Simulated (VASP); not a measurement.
Wanted: the native input for a VASP 6.6.1 run.

- Task: single point
- Functional: PBE
- Potentials or basis: VASP PAW PBE potentials, release 64 (Zn, Sn_d, N)
- Cutoff: 520 eV
- k mesh: 7 × 7 × 7
- Occupations: gaussian, width 0.15 eV
- Spin: no spin polarisation
- Further INCAR settings: PREC = Normal; LREAL = Auto; ALGO = Fast; EDIFF = 1e-05

The structure of ZnSnN2 lies in POSCAR:

```
ZnSnN2
1.0
   -2.4019400000      2.4019400000      4.8365200000
    2.4019400000     -2.4019400000      4.8365200000
    2.4019400000      2.4019400000     -4.8365200000
Zn Sn N
2 2 4
Direct
    0.7500000000      0.2500000000      0.5000000000
    0.0000000000      0.0000000000      0.0000000000
    0.2500000000      0.7500000000      0.5000000000
    0.5000000000      0.5000000000      0.0000000000
    0.8750000000      0.3718550000      0.9968550000
    0.6281450000      0.6250000000      0.5031450000
    0.3750000000      0.8781450000      0.0031450000
    0.1218550000      0.1250000000      0.4968550000
```

The cell was built by a generator and needn't be a form met in nature.

These files were run (other wordings do the same):

INCAR

```
SYSTEM = ZnSnN2
ALGO = Fast ; EDIFF = 1E-5
ENCUT = 520 ; GGA = PE
ISIF = 2 ; ISMEAR = 0
LASPH = .TRUE. ; LCHARG = .FALSE.
LREAL = Auto ; LWAVE = .FALSE.
NELM = 80 ; PREC = Normal
SIGMA = 0.15
```

KPOINTS

```
k-points
0
G
  7 7 7
  0 0 0
```

Potentials or basis: VASP PAW PBE potentials, release 64 (Zn, Sn_d, N).

Launch:

```sh
$ cat potpaw_PBE.64/Zn/POTCAR potpaw_PBE.64/Sn_d/POTCAR potpaw_PBE.64/N/POTCAR > POTCAR
$ mpirun -np 1 vasp_std > vasp.out
```

It gave:

| Property | Result |
| --- | --- |
| Pressure | 0.2 GPa |
| Band gap on the k mesh | none (metal or under the smearing width) |

Wall time 3.5 min on 1 thread of Intel(R) Xeon(R) Platinum 8488C (Sapphire Rapids), with other jobs on the host, peak memory 0.28 GiB.
